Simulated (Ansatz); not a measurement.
Starting cell, CaF₂ (fluorite):

```xyz
6
Lattice="0.0000 5.5110 5.5110 2.7555 2.7555 5.5110 2.7555 2.7555 0.0000" Properties=species:S:1:pos:R:3 pbc="T T T"
Ca     0.0000     0.0000     0.0000
Ca     2.7555     5.5110     2.7555
F      1.3778     1.3778     1.3778
F      1.3778     4.1333     4.1333
F      4.1333     9.6443     9.6443
F      4.1333     6.8888     6.8888
```

A phonon eigenvector at X = (0.5, 0.5, 0.0) is frozen into this cell: atom i moves by Q times the vector below, so Q is the largest atomic displacement, in Å. The cell is held. It is one choice among 2 degenerate patterns. (q is in reciprocal vectors of the primitive cell; the cell shown is doubled to hold the pattern.)

```
atom       x       y      z
----  ------  ------  -----
Ca1   -0.147   0.000  0.000
Ca2    0.147   0.000  0.000
F3     0.000   1.000  0.000
F4     0.000  -1.000  0.000
F5     0.000   1.000  0.000
F6     0.000  -1.000  0.000
```

Calculation: PBE (plane waves to 420 eV, PAW, scalar-relativistic; Ansatz, a first-principles code). k mesh 10×10×10 (Γ-centred), Fermi-Dirac smearing 0.05 eV. Energies are smeared free energies. CaF2 was relaxed with its symmetry unable to fall. The PAW data are Ansatz's earlier set. The zero of ΔE is the undisplaced structure.

```
Q (Å)   ΔE (meV/cell)
------  -------------
-0.180            492
-0.150            334
-0.120            210
-0.090            117
-0.060       withheld
-0.030             13
0.000               0
0.030              13
0.060        withheld
0.090             117
0.120             210
0.150             334
0.180             492
```

Task: Fit an even polynomial form (powers 2, 4) to the given rows and predict ΔE at Q = 0.060.

Result: Least squares on the 11 given rows: ΔE = (14120)·Q² + (32680)·Q⁴, in meV/cell with Q in Å; root-mean-square residual 0.3 meV/cell. At 0.060 the fit gives 51 meV/cell; the calculation gives 51 meV/cell, the same to the digits shown. The quadratic term alone would give 51 meV/cell.

(A displaced cell: forces are minus the slopes of the energy, force constants its curvatures, and phonons follow from these.)
